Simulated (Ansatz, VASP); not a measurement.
# TiC in VASP and in Ansatz

INCAR

```
SYSTEM = TiC
PREC = Accurate ; ENCUT = 520
EDIFF = 1E-8 ; ISMEAR = -1
SIGMA = 0.03 ; LREAL = .False.
LASPH = .True. ; NELM = 100
ALGO = Normal ; ISIF = 2
LWAVE = .False. ; LCHARG = .False.
GGA = PE ; LEFG = .True.
NBANDS = 15
```

KPOINTS

```
regular mesh
0
Gamma
  16 16 16
  0 0 0
```

The input POSCAR:

```
TiC
1.0
    0.0000000000      2.1421399196      2.1421399196
    2.1421399196      0.0000000000      2.1421399196
    2.1421399196      2.1421399196      0.0000000000
Ti C
1 1
Direct
    0.0000000000      0.0000000000      0.0000000000
    0.5000000000      0.5000000000      0.5000000000
```

Input for Ansatz:

```yaml
crystal:
  lattice:
    - [0.0, 2.1421399196, 2.1421399196]
    - [2.1421399196, 0.0, 2.1421399196]
    - [2.1421399196, 2.1421399196, 0.0]
  atoms:
    - { symbol: Ti, position: [0.0, 0.0, 0.0] }
    - { symbol: C, position: [0.5, 0.5, 0.5] }
kpoints:
  mp_grid: { grid: [16, 16, 16] }
scf:
  occupations: { method: fermi_dirac, width: 0.03 }
hamiltonian:
  xc: pbe
  pseudopotentials: { kind: paw }
output:
  forces: true
  stress: true
  eigenvalues: true
  efg: { contact_densities: true }
```

Change from the starting cell: volume scaled by 0.97, PAW files.

Alike in both runs: task electric field gradients; functional PBE; k mesh 16 × 16 × 16; occupations fermi-dirac, width 0.03 eV; no spin polarisation.

|  | VASP | Ansatz |
| --- | --- | --- |
| version | VASP 6.6.1 | Ansatz 0.2.0 |
| potentials or method | VASP PAW PBE potentials, release 64 (Ti_sv, C) | PAW with Ansatz's default frozen-core files, scalar-relativistic |
| plane-wave cutoff (eV) | 520 | 420 |
| valence electrons in the cell | 16 | 16 |

|  | VASP | Ansatz | Ansatz less VASP |
| --- | --- | --- | --- |
| pressure (GPa) | 9.3 | 9.1 | -0.19 |
| Vzz of the field gradient on the site that differs most (V/Å²) | 0.0 | 0.0 | 0.00 |
